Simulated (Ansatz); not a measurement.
All numbers below come from DFT PBE, scalar-relativistic, plane waves, PAW (Ansatz 0.2.0). All cells share a 420 eV cutoff and Γ-centred k meshes spaced at most about 0.3 Å⁻¹ (about 0.25 or finer for metals, 2π included). No spin polarisation.

All energies are static (0 K, no zero-point motion).

Compare these two cells of BiS4, each relaxed at this level.

A.

```
CELL_PARAMETERS angstrom
5.20921 0.00000 0.00000
0.00000 5.20921 0.00000
0.00000 0.00000 5.20921
ATOMIC_POSITIONS crystal
Bi 0.50000 0.50000 0.50000
S 0.00000 0.50000 0.50000
S 0.50000 0.50000 0.00000
S 0.50000 0.00000 0.50000
S 0.00000 0.00000 0.00000
```

B.

```
CELL_PARAMETERS angstrom
4.63804 0.00000 0.00000
0.00000 4.63804 0.00000
0.00000 0.00000 4.63804
ATOMIC_POSITIONS crystal
Bi 0.00000 0.00000 0.00000
S 0.50000 0.50000 0.50000
S 0.00000 0.50000 0.50000
S 0.50000 0.00000 0.50000
S 0.50000 0.50000 0.00000
```

Task: Which placement of the atoms is lower in energy, and by how much?

Result: B is lower, by 0.80 eV/atom. The two share one framework of sites and differ in which element sits where. A has space group Pm-3m (No. 221), 28.3 Å³/atom and no gap on its mesh; B has space group Pm-3m (No. 221), 20.0 Å³/atom and no gap. Counting S atoms around Bi (those within 1.25 times the shortest such distance or 1.15 times the sum of covalent radii; a plus sign parts nearer from farther groups; the shortest distance is added where it is long for a bond), A has Bi 6 and B has Bi 12+8 from 3.3 Å. B holds S–S bonds in all directions (shortest 2.32 Å); in A the shortest S–S distance is 3.68 Å. The denser one is the lower, and pressure would at first widen the difference. Even the lower one lies +0.34 eV/atom against the reference forms of the elements (uncorrected), so neither is stable at this level. Both come from invented guesses. The lowest form computed isn't among them: it has space group P4/mmm (No. 123), 32.9 Å³/atom and lies 110 meV/atom below the best shown.

These runs have no spin–orbit coupling, which can matter for Bi. In Pm-3m at 28.3 Å³/atom, Pm-3m at 20.0 Å³/atom an odd number of electrons in the primitive cell allows no gap without spin; a larger cell or a magnetic state could open one.
